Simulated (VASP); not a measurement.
# MnO2 (P4_2/mnm) in VASP: reference runs

Reference runs on MnO2: the cell as given and a disturbed copy.

All numbers are computed with VASP 6.6.1; they aren't measurements. Logs are shortened: lines on timing, memory, paths and dates and some standing lists are left out, and cuts for length are marked.

### Step 1. The crystal as given

The structure is tetragonal, space group P4_2/mnm (No. 136). The conventional cell has a = 4.400 Å, b = 4.400 Å, c = 2.867 Å, α = 90.00°, β = 90.00°, γ = 90.00°. Mn (site symmetry mmm) is surrounded by 6 O at 1.88 to 1.90 Å. O (site symmetry m2m) has 3 Mn at 1.88 to 1.90 Å as nearest neighbours.

The cell is a database's computed one.

### Step 2. Single point, PBE, collinear spin, ferromagnetic start

File INCAR:

```
  PREC = Accurate
  ENCUT = 520
  EDIFF = 1E-7
  ISMEAR = -1
  SIGMA = 0.05
  LREAL = False
  LASPH = True
  NELM = 120
  ALGO = Normal
  ISIF = 2
  LWAVE = False
  LCHARG = False
  ISPIN = 2
  MAGMOM = 4 4 0 0 0 0
  LORBIT = 11
  LMAXMIX = 4
  GGA = PE
  NBANDS = 38
```

File KPOINTS:

```
Automatic mesh
0
Gamma
  6 6 9
```

File POSCAR:

```
MnO2
1.0
    4.4004184607      0.0000000000      0.0000000000
    0.0000000000      4.4004184607      0.0000000000
    0.0000000000      0.0000000000      2.8670779400
Mn O
2 4
Direct
    0.5000000000      0.5000000000      0.5000000000
    0.0000000000      0.0000000000      0.0000000000
    0.8049161500      0.1950838500      0.5000000000
    0.6950838500      0.6950838500      0.0000000000
    0.1950838500      0.8049161500      0.5000000000
    0.3049161500      0.3049161500      0.0000000000
```

Potentials or basis: VASP PAW PBE potentials, release 64 (Mn_pv, O).

The run is started by

```
cat potpaw_PBE.64/Mn_pv/POTCAR potpaw_PBE.64/O/POTCAR > POTCAR
mpirun -np 1 vasp_std > vasp.out
```

OUTCAR:

```text
PREC = Accurate
   ENCUT = 520
   EDIFF = 1E-7
   ISMEAR = -1
   LREAL = False
   LASPH = True
   NELM = 120
   ISIF = 2
   ISPIN = 2
   LORBIT = 11
   GGA = PE

 ion  position               nearest neighbor table
   1  0.500  0.500  0.500-   4 1.88   6 1.88   4 1.88   6 1.88   5 1.90   3 1.90
   2  0.000  0.000  0.000-   3 1.88   5 1.88   3 1.88   5 1.88   4 1.90   6 1.90
   3  0.805  0.195  0.500-   2 1.88   2 1.88   1 1.90
   4  0.695  0.695  0.000-   1 1.88   1 1.88   2 1.90
   5  0.195  0.805  0.500-   2 1.88   2 1.88   1 1.90
   6  0.305  0.305  0.000-   1 1.88   1 1.88   2 1.90

  LATTYP: Found a simple tetragonal cell.
 ALAT       =     4.4004184607
 C/A-ratio  =     0.6515466576

  Lattice vectors:

 A1 = (   4.4004184607,   0.0000000000,   0.0000000000)
 A2 = (   0.0000000000,   4.4004184607,   0.0000000000)
 A3 = (   0.0000000000,   0.0000000000,   2.8670779400)

Analysis of symmetry for initial positions (statically):
=====================================================================
 Subroutine PRICEL returns:
 Original cell was already a primitive cell.

 Routine SETGRP: Setting up the symmetry group for a
 simple tetragonal supercell.

 Subroutine GETGRP returns: Found 16 space group operations
 (whereof  8 operations were pure point group operations)
 out of a pool of 16 trial point group operations.

The static configuration has the point symmetry D_2h.
 The point group associated with its full space group is D_4h.

Analysis of symmetry for dynamics (positions and initial velocities):
=====================================================================
 Subroutine PRICEL returns:
 Original cell was already a primitive cell.

 Routine SETGRP: Setting up the symmetry group for a
 simple tetragonal supercell.

 Subroutine GETGRP returns: Found 16 space group operations
 (whereof  8 operations were pure point group operations)
 out of a pool of 16 trial point group operations.

The dynamic configuration has the point symmetry D_2h.
 The point group associated with its full space group is D_4h.

Analysis of structural, dynamic, and magnetic symmetry:
=====================================================================
 Subroutine PRICEL returns:
 Original cell was already a primitive cell.

 Routine SETGRP: Setting up the symmetry group for a
 simple tetragonal supercell.

 Subroutine GETGRP returns: Found 16 space group operations
 (whereof  8 operations were pure point group operations)
 out of a pool of 16 trial point group operations.

The overall configuration has the point symmetry D_2h.
[... 146 lines left out ...]
 number of electron      49.9999968 magnetization       5.9892626

 Free energy of the ion-electron system (eV)
  ---------------------------------------------------
  ext. energy  EPLUGINS =         0.00000000
  ---------------------------------------------------
  free energy    TOTEN  =       -47.68372667 eV

  energy without entropy =      -47.67992815  energy(sigma->0) =      -47.68182741

 E-fermi :   5.4961     XC(G=0): -12.0232

 val. band max:        5.3976993063   @ k =   0.5000   0.5000   0.0000
 cond. band min:       5.5394031754   @ k =   0.0000   0.0000   0.0000
 fundamental gap:      0.1417038691
 Fermi energy:         5.4960680095

 spin component 1

 k-point     1 :       0.0000    0.0000    0.0000
  band No.  band energies     occupation
      1     -45.3472      1.00000
      2     -45.3395      1.00000
      3     -45.2774      1.00000
      4     -45.2774      1.00000
      5     -45.1924      1.00000
      6     -45.1924      1.00000
[... 949 lines left out ...]
     36      19.2959      0.00000
     37      21.0296      0.00000

 [... further k-points ...]

 spin component 2

 k-point     1 :       0.0000    0.0000    0.0000
  band No.  band energies     occupation
      1     -42.3790      1.00000
      2     -42.3695      1.00000
      3     -42.3086      1.00000
      4     -42.3086      1.00000
      5     -42.2143      1.00000
      6     -42.2143      1.00000
[... 949 lines left out ...]
     36      19.9082      0.00000
     37      21.4591      0.00000

 [... further k-points ...]

 [bands above 37 left out]

------------------------ aborting loop because EDIFF is reached ----------------------------------------

  FORCE on cell =-STRESS in cart. coord.  units (eV):
  Direction    XX          YY          ZZ          XY          YZ          ZX
  --------------------------------------------------------------------------------------
  -------------------------------------------------------------------------------------
  Total        2.5188687      2.5188687      2.2547951      0.0000000      0.0000000      0.0000000
  in kB       72.6923424     72.6923424     65.0714083      0.0000000      0.0000000      0.0000000
  external PRESSURE =      70.1520310 kB  Pullay stress =       0.0000000 kB

 VOLUME and BASIS-vectors are now :
 -----------------------------------------------------------------------------
  energy-cutoff  :      520.00
  volume of cell :       55.52
      direct lattice vectors                 reciprocal lattice vectors
     4.400418461  0.000000000  0.000000000     0.227251115  0.000000000  0.000000000
     0.000000000  4.400418461  0.000000000     0.000000000  0.227251115  0.000000000
     0.000000000  0.000000000  2.867077940     0.000000000  0.000000000  0.348787170

 POSITION                                       TOTAL-FORCE (eV/Angst)
 -----------------------------------------------------------------------------------
      2.20021      2.20021      1.43354        -0.000000      0.000000     -0.000000
      0.00000      0.00000      0.00000        -0.000000      0.000000     -0.000000
      3.54197      0.85845      1.43354        -0.020727      0.020727     -0.000000
      3.05866      3.05866      0.00000         0.020727      0.020727     -0.000000
      0.85845      3.54197      1.43354         0.020727     -0.020727     -0.000000
      1.34176      1.34176      0.00000        -0.020727     -0.020727      0.000000
 -----------------------------------------------------------------------------------
    total drift:                                0.000000      0.000000      0.000000

  FREE ENERGIE OF THE ION-ELECTRON SYSTEM (eV)
  ---------------------------------------------------
  free  energy   TOTEN  =       -47.6837266688 eV

  energy  without entropy=      -47.6799281465  energy(sigma->0) =      -47.68182741

 total charge

# of ion       s       p       d       tot
------------------------------------------
    1        0.354   6.469   4.901  11.724
    2        0.354   6.469   4.901  11.724
    3        1.569   3.467   0.000   5.036
    4        1.569   3.467   0.000   5.036
    5        1.569   3.467   0.000   5.036
    6        1.569   3.467   0.000   5.036
--------------------------------------------------
tot          6.985  26.806   9.801  43.592

 magnetization (x)

# of ion       s       p       d       tot
------------------------------------------
    1        0.017   0.029   2.645   2.691
    2        0.017   0.029   2.645   2.691
    3        0.001   0.096   0.000   0.097
    4        0.001   0.096   0.000   0.097
    5        0.001   0.096   0.000   0.097
    6        0.001   0.096   0.000   0.097
--------------------------------------------------
tot          0.038   0.442   5.290   5.770
```

stdout:

```text
POSCAR found type information on POSCAR MnO
 POSCAR found :  2 types and       6 ions
 scaLAPACK will be used
 LDA part: xc-table for (Slater+PW92), standard interpolation
 POSCAR, INCAR and KPOINTS ok, starting setup
 FFT: planning ... GRIDC
 FFT: planning ... GRID_SOFT
 FFT: planning ... GRID
 WAVECAR not read
 entering main loop
```

It took 2.2 min on 1 thread of AMD EPYC 9R45 (Zen 5), shared host; peak memory 0.26 GiB.

What came out:

```
Free energy                                           : -47.6837 eV
Pressure                                              : 7.0 GPa
Largest force                                         : 0.029 eV/Å
Band gap on the k mesh                                : none (metal or under the smearing width)
Net moment                                            : 5.99 μB per cell
Site moments                                          : Mn +2.69; O +0.10 μB
Valence electrons inside the program's atomic spheres : Mn 11.72; O 5.04
```

Forces in eV/Å, atoms in the order of the input:
```
Mn   0.000  0.000  0.000
Mn   0.000  0.000  0.000
O   -0.021  0.021  0.000
O    0.021  0.021  0.000
O    0.021 -0.021  0.000
O   -0.021 -0.021  0.000
```

Stress tensor (GPa, compression positive):
```
7.27 0.00 0.00
0.00 7.27 0.00
0.00 0.00 6.51
```

Levels at points of the mesh, in eV from the Fermi level:
Spin up:
```csv
k point,band 25,band 26,band 27,band 28,band 29,band 30,band 31,band 32
"(0.00, 0.00, 0.00)",-1.31,-1.31,-0.75,-0.20,-0.20,2.70,2.70,3.44
"(0.50, 0.00, 0.00)",-1.47,-1.47,-0.76,-0.76,2.19,2.19,2.46,2.46
"(0.50, 0.50, 0.00)",-2.21,-2.21,-0.10,-0.10,1.45,1.45,2.67,2.67
```
Spin down:
| k point | band 19 | band 20 | band 21 | band 22 | band 23 | band 24 | band 25 | band 26 |
| --- | --- | --- | --- | --- | --- | --- | --- | --- |
| (0.00, 0.00, 0.00) | -1.71 | -1.00 | -1.00 | -0.42 | 0.04 | 0.36 | 0.50 | 0.50 |
| (0.50, 0.00, 0.00) | -2.92 | -2.92 | -1.26 | -1.26 | 0.74 | 0.74 | 1.10 | 1.10 |
| (0.50, 0.50, 0.00) | -2.58 | -2.58 | -1.99 | -1.99 | 0.07 | 0.07 | 0.51 | 0.51 |

Caveat: semilocal functionals often make such compounds metallic where correlation or magnetic order opens a gap, which also shifts bond lengths; only a ferromagnetic start was run, and an antiferromagnetic order may lie lower in energy. With open d or f shells a metallic result of PBE can be an artefact of self-interaction; +U or a hybrid may open a gap.

### Step 3. Single point, PBE, collinear spin, ferromagnetic start (atoms moved at random, drawn with an rms of 0.05 Å)

File INCAR:

```
PREC     = Accurate       # precision mode
ENCUT    = 520            # plane-wave cutoff, eV
EDIFF    = 1E-7           # SCF threshold, eV
ISMEAR   = -1             # smearing method
SIGMA    = 0.05           # smearing width, eV
LREAL    = False          # projectors in reciprocal space
LASPH    = True           # aspherical terms in the spheres
NELM     = 120            # most SCF steps
ALGO     = Normal         # electronic algorithm
ISIF     = 2              # what is computed and relaxed
LWAVE    = False          # write WAVECAR
LCHARG   = False          # write CHGCAR
ISPIN    = 2              # spin polarisation
MAGMOM   = 4 4 0 0 0 0    # initial moments
LORBIT   = 11             # projections on sites
LMAXMIX  = 4              # l up to which the mixer works
GGA      = PE             # functional
NBANDS   = 38             # bands
```

File KPOINTS:

```
regular mesh
0
Gamma
  6 6 9
```

File POSCAR:

```
MnO2
1.0
    4.4004184607      0.0000000000      0.0000000000
    0.0000000000      4.4004184607      0.0000000000
    0.0000000000      0.0000000000      2.8670779400
Mn O
2 4
Direct
    0.4902590000      0.4917170000      0.4910120000
    0.0100430000     -0.0060730000     -0.0114500000
    0.8149010000      0.1923270000      0.5210300000
    0.6968210000      0.7027520000     -0.0152510000
    0.1971180000      0.7940420000      0.4894020000
    0.3035790000      0.2896150000      0.0113650000
```

Potentials or basis: VASP PAW PBE potentials, release 64 (Mn_pv, O).

The run is started by

```
cat potpaw_PBE.64/Mn_pv/POTCAR potpaw_PBE.64/O/POTCAR > POTCAR
mpirun -np 1 vasp_std > vasp.out
```

Run time: 7.2 min. Hardware: 1 thread of AMD EPYC 9R45 (Zen 5), shared host; peak memory 0.51 GiB.

It converged, with:

```yaml
Free_energy: -47.4896 eV
Pressure: 7.6 GPa
Largest_force: 1.777 eV/Å
Band_gap_on_the_k_mesh: none (metal or under the smearing width)
Net_moment: 5.99 μB per cell
Site_moments: Mn +2.72, +2.66; O +0.10, +0.09 μB
Valence_electrons_inside_the_program's_atomic_spheres: Mn 11.68, 11.79; O 5.02, 5.01, 5.05
```

Forces on the atoms (eV/Å):
```
Mn   1.583  0.508  0.627
Mn  -1.124 -0.326  0.717
O   -0.300  0.346 -1.181
O   -0.885 -1.030  0.393
O   -0.006 -0.077  0.190
O    0.732  0.580 -0.747
```

Stress tensor (GPa, compression positive):
```
 8.74  0.30  3.37
 0.30  7.97 -0.32
 3.37 -0.32  5.95
```

Levels at points of the mesh, in eV from the Fermi level:
Spin up:
```
           k point  band 24  band 25  band 26  band 27  band 28  band 29  band 30  band 31  band 32  band 33
(0.00, 0.00, 0.00)    -1.64    -1.33    -1.27    -0.72    -0.25    -0.10     2.39     2.67     3.59     7.58
(0.50, 0.00, 0.00)    -1.62    -1.33    -1.22    -0.95    -0.66     1.92     2.06     2.42     2.63     9.89
(0.00, 0.50, 0.00)    -1.67    -1.34    -1.25    -0.85    -0.69     1.88     2.20     2.30     2.70     9.89
(0.50, 0.50, 0.00)    -2.38    -2.19    -2.14    -0.15    -0.03     1.33     1.60     2.40     2.70    11.21
```
Spin down:
```csv
k point,band 18,band 19,band 20,band 21,band 22,band 23,band 24,band 25,band 26,band 27
"(0.00, 0.00, 0.00)",-3.44,-1.69,-1.11,-1.04,-0.35,0.06,0.31,0.50,0.54,0.63
"(0.50, 0.00, 0.00)",-3.80,-2.98,-2.82,-1.48,-1.05,0.58,0.71,1.15,1.21,1.66
"(0.00, 0.50, 0.00)",-3.99,-2.94,-2.81,-1.26,-1.09,0.59,0.69,1.16,1.20,1.74
"(0.50, 0.50, 0.00)",-2.89,-2.63,-2.47,-2.08,-2.00,0.02,0.11,0.48,0.53,2.14
```

Caveat: semilocal functionals often make such compounds metallic where correlation or magnetic order opens a gap, which also shifts bond lengths; only a ferromagnetic start was run, and an antiferromagnetic order may lie lower in energy.
